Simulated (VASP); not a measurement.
Here is a VASP 6.6.1 calculation.

File INCAR:

```
ALGO     = Normal         # electronic algorithm
EDIFF    = 1E-6           # SCF threshold, eV
ENCUT    = 520            # plane-wave cutoff, eV
ISIF     = 2              # what is computed and relaxed
ISMEAR   = 0              # smearing method
ISPIN    = 2              # spin polarisation
LASPH    = T              # aspherical terms in the spheres
LCHARG   = T              # write CHGCAR
LDAU     = T              # DFT+U
LDAUJ    = 0 0          
LDAUL    = 2 -1           # shell
LDAUPRINT= 1            
LDAUTYPE = 2            
LDAUU    = 4 0            # U, eV
LELF     = T              # ELF
LMAXMIX  = 4              # l up to which the mixer works
LORBIT   = 11             # projections on sites
LREAL    = F              # projectors in reciprocal space
LVHAR    = T            
LWAVE    = F              # write WAVECAR
MAGMOM   = 1 -0.5 0 0     # initial moments
NELM     = 60             # most SCF steps
PREC     = Accurate       # precision mode
SIGMA    = 0.05           # smearing width, eV
```

The input KPOINTS:

```
k-points
0
Gamma
  6 6 6
```

POSCAR

```
RuS
1.0
    0.0000000000      2.5467554600      2.5467554600
    2.5467554600      0.0000000000      2.5467554600
    5.0935109200      5.0935109200      0.0000000000
Ru S
2 2
Direct
    0.5000000000      0.5000000000      0.2500000000
    0.5000000000      0.5000000000      0.7500000000
    0.0000000000      0.0000000000      0.0000000000
    0.0000000000      0.0000000000      0.5000000000
```

Potentials or basis: VASP PAW LDA potentials, release 64 (Ru_pv, S).

Run with:

```console
$ cat potpaw_LDA.64/Ru_pv/POTCAR potpaw_LDA.64/S/POTCAR > POTCAR
$ mpirun -np 1 vasp_std > vasp.out
```

(1) Estimate the band gap on the k mesh.

(2) Predict the net moment.

Answers

(1) none (metal or under the smearing width).

(2) 1.90 μB per cell.
